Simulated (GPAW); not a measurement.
AlN:

```
Al N
1.0
     3.11300    0.00000    0.00000
    -1.55650    2.69594    0.00000
     0.00000    0.00000    4.98100
Al N
2 2
Direct
  0.66667 0.33333 0.50000
  0.33333 0.66667 0.00000
  0.66667 0.33333 0.88000
  0.33333 0.66667 0.38000
```

| Property | Result |
| --- | --- |
| Program | GPAW 26.7.0 |
| Task | relaxation of cell and atoms |
| Functional | PBE |
| Potentials or basis | GPAW PAW data sets (gpaw-data 1.2.1) |
| Cutoff | 800 eV |
| Basis | pw |
| k mesh | 7 × 7 × 4 |
| Occupations | fermi-dirac, width 0.05 eV |
| Spin | no spin polarisation |

At the start: pressure 4.6 GPa; volume 10.45 Å³/atom.

**Question.** Where does the relaxation end?

**Answer.** Over 6 steps the energy falls by 4.6 meV/atom and the volume is 10.69 Å³/atom (+2.3 %); space group P6_3mc (No. 186, to 0.05 Å).

Step by step:
| step | energy change (eV) | largest force (eV/Å) | pressure (GPa) | volume (Å³) |
| --- | --- | --- | --- | --- |
| 1 | 0.0000 | 0.1335 | 4.62 | 41.80 |
| 2 | -0.0050 | 0.0750 | 3.91 | 41.94 |
| 3 | -0.0164 | 0.0852 | 1.05 | 42.52 |
| 4 | -0.0175 | 0.0742 | 0.49 | 42.64 |
| 5 | -0.0185 | 0.0247 | -0.06 | 42.76 |
| 6 | -0.0185 | 0.0053 | -0.04 | 42.76 |

Final structure:
```
Al N
1.0
     3.13548    0.00000    0.00000
    -1.56774    2.71540    0.00000
     0.00000    0.00000    5.02226
Al N
2 2
Direct
  0.66667 0.33333 0.49914
  0.33333 0.66667 0.99914
  0.66667 0.33333 0.88088
  0.33333 0.66667 0.38087
```

Caveat: later steps reuse the first step's grids.
